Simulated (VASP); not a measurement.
Input of a VASP 6.6.1 run:

Contents of INCAR:

```
PREC = Accurate ; ENCUT = 520
EDIFF = 1E-7 ; ISMEAR = 0
SIGMA = 0.011 ; LREAL = False
LASPH = True ; NELM = 100
ALGO = Normal ; ISIF = 2
LWAVE = False ; LCHARG = False
GGA = PE ; NBANDS = 15
```

File KPOINTS:

```
regular mesh
0
Gamma
  11 11 6
```

Contents of POSCAR:

```
Os
1.0
    2.7341000000      0.0000000000      0.0000000000
   -1.3670500000      2.3678000565      0.0000000000
    0.0000000000      0.0000000000      4.3197000000
Os
2
Direct
    0.6666666667      0.3333333333      0.7500000000
    0.3333333333      0.6666666667      0.2500000000
```

Potentials or basis: VASP PAW PBE potentials, release 64 (Os).

The run is started by

```bash
$ cat potpaw_PBE.64/Os/POTCAR > POTCAR
$ mpirun -np 1 vasp_std > vasp.out
```

(1) Predict the band gap on the k mesh.

(2) Estimate the pressure.

## Answers

(1) none (metal or under the smearing width).

(2) 8.8 GPa.
